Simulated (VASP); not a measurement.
Runs of VASP 6.6.1 on Ta. It takes space group P6/mmm (No. 191, hexagonal). Conventional cell: a = 4.855 Å, b = 4.855 Å, c = 2.717 Å, α = 90.00°, β = 90.00°, γ = 120.00°. Around Ta (site symmetry 6/mmm) lie 14 Ta at 2.72 to 3.11 Å. Ta (site symmetry -6m2) has 11 Ta at 2.72 to 3.11 Å as nearest neighbours. This isn't the form of Ta at room conditions, which is bcc.

```tsv
cell	k mesh	gap on the mesh (eV)	pressure (GPa)
P6/mmm, 18.49 Å³/atom	8 × 8 × 13	none	8.5
P6/mmm, 20.8 Å³/atom	8 × 8 × 13	none	(a)
P6/mmm, 19.26 Å³/atom	10 × 10 × 15	none	0.8
P6/mmm, 19.26 Å³/atom	8 × 8 × 13	none	0.8
```

Alike in all rows: task single point; level BLYP; potentials or basis VASP PAW PBE potentials, release 64 (Ta_pv); no spin polarisation; cutoff (eV) 520; smearing fermi-dirac 0.1 eV.

Problem. Estimate the missing entries.

Solution. (a) -10.8.

Caveats: the PAW data sets were made with another functional, which shifts forces and pressure a little.

A k mesh can miss the band edges, and the runs leave out spin-orbit coupling on Ta.

A gap of «none» marks a metal or a gap under the smearing width.
